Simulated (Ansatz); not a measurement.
Method: DFT PBE, scalar-relativistic, plane waves, PAW in Ansatz. All cells share a 420 eV cutoff and Γ-centred k meshes spaced at most about 0.3 Å⁻¹ (about 0.25 or finer for metals, 2π included). No spin polarisation.

These are static total energies at zero pressure.

Compare these two cells of Si4C3, each relaxed at this level.

1.

```xyz
7
Lattice="4.3572 0.0000 0.0000 0.0000 4.3572 0.0000 0.0000 0.0000 4.3572" Properties=species:S:1:pos:R:3 pbc="T T T"
Si    1.0977    3.2595    1.0977
Si    3.2595    1.0977    1.0977
Si    1.0977    1.0977    3.2595
Si    3.2595    3.2595    3.2595
C     0.0000    0.0000    2.1786
C     2.1786    0.0000    0.0000
C     0.0000    2.1786    0.0000
```

2.

```xyz
14
Lattice="8.2791 0.0000 0.0000 -4.1395 7.1699 0.0000 0.0000 0.0000 2.9999" Properties=species:S:1:pos:R:3 pbc="T T T"
Si    4.1395    2.3900    2.2499
Si    1.2445    2.7255    2.2499
Si    1.1569    6.8849    2.2499
Si   -2.4014    4.7294    2.2499
Si    0.0000    4.7799    0.7500
Si    6.5410    2.4405    0.7500
Si    2.9826    0.2850    0.7500
Si    2.8950    4.4444    0.7500
C     2.5352    1.3492    2.2499
C     4.0404    4.2997    2.2499
C     5.8430    1.5210    2.2499
C     0.0992    2.8702    0.7500
C    -1.7035    5.6489    0.7500
C     1.6043    5.8207    0.7500
```

Question: Which form is favoured at zero pressure, and by what margin per atom?

Answer: Cell 1 is lower, by 66 meV/atom. Cell 1 has space group P-43m (No. 215), 11.8 Å³/atom and no gap on its mesh; cell 2 has space group P6_3/m (No. 176), 12.7 Å³/atom and no gap. Counting C atoms around Si (those within 1.25 times the shortest such distance or 1.15 times the sum of covalent radii, 1.27 where that leaves under three), cell 1 and cell 2 both have Si 3. The denser one is the lower, and pressure would at first widen the difference. Even the lower one lies +0.26 eV/atom against the reference forms of the elements (uncorrected), so neither is stable at this level. Both come from invented guesses. The lowest form computed isn't among them: it has space group P3m1 (No. 156), 11.5 Å³/atom and lies 280 meV/atom below the best shown.

Cells relaxed within their symmetry can be saddle points. Some types were kept out of the candidates beforehand, so the set may lack a known form.
